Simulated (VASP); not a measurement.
**SnO (zincblende): one PBE with spin–orbit coupling single-point calculation in two programs**

```xyz
2
Lattice="0.0000 2.7082 2.7082 2.7082 0.0000 2.7082 2.7082 2.7082 0.0000" Properties=species:S:1:pos:R:3 pbc="T T T"
Sn    0.0000    0.0000    0.0000
O     1.3541    1.3541    1.3541
```

Each program uses its own PAW datasets. VASP's cell holds 20 valence electrons and Ansatz's 20.

Cutoffs: 520 eV in VASP, 420 eV in Ansatz. k meshes: 8×8×8 and 8×8×8.

```
                                                        VASP                             Ansatz
gap between bands v and c  -0.20 eV (bands overlap: a metal)  -0.20 eV (bands overlap: a metal)
         least direct gap                            0.07 eV                            0.07 eV
```

Band v is the last that the valence electrons fill when counted band by band, and c is the next. Levels in eV from the top of v, Ansatz:

```
point    v−2      v      c   c+2
    Γ  -3.71  -3.71   3.86  4.69
    X  -4.87  -0.70  -0.20  4.99
    W  -5.21   0.00   1.19  2.31
    K  -4.66  -0.38   0.67  3.23
    L  -4.12  -2.45   1.59  4.33
```

VASP:

| point | v−2 | v | c | c+2 |
| --- | --- | --- | --- | --- |
| Γ | -3.71 | -3.71 | 3.88 | 4.68 |
| X | -4.87 | -0.70 | -0.20 | 5.00 |
| W | -5.20 | 0.00 | 1.20 | 2.32 |
| K | -4.66 | -0.38 | 0.67 | 3.23 |
| L | -4.12 | -2.45 | 1.59 | 4.34 |
